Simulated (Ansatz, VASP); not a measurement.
One calculation of TiAl (an interface model), two programs

```
Ti Al
1.0
     2.86791    0.00000    0.00180
    -1.43396    2.48369    0.00000
    11.44550    6.60806   18.44203
Ti Al
4 4
Direct
  0.51301 0.25651 0.02917
  0.52159 0.26079 0.15257
  0.50738 0.25369 0.28093
  0.51596 0.25798 0.40432
  0.52107 0.26053 0.52837
  0.51176 0.25588 0.65466
  0.51722 0.25861 0.77883
  0.50790 0.25395 0.90512
```

Alike in both runs: functional PBEsol; k mesh 12 × 12 × 2; occupations gaussian, width 0.1 eV; no spin polarisation.

Ansatz relaxed the structure, and its values are those at the end. VASP's run is a single point on that final structure, the one shown.

```csv
,VASP,Ansatz
version,VASP 6.6.1,Ansatz 0.2.0
potentials or method,"VASP PAW PBE potentials, release 64 (Ti_sv, Al)","scalar-relativistic, plane waves, PAW"
plane-wave cutoff (eV),520,420
valence electrons in the cell,60,60
```

VASP gave:

```
gap on the k mesh at the Fermi level (eV) : none
pressure (GPa)                            : 0.4
rms of the force components (eV/Å)        : 0.003
```

Problem. Estimate Ansatz's values.

Solution. gap on the k mesh at the Fermi level (eV): none; pressure (GPa): 0.5; rms of the force components (eV/Å): 0.002.

A gap of «none» marks a metal or a gap that the smearing closes.

Caveats: the PAW data sets were made with another functional, which shifts forces and pressure a little (VASP).
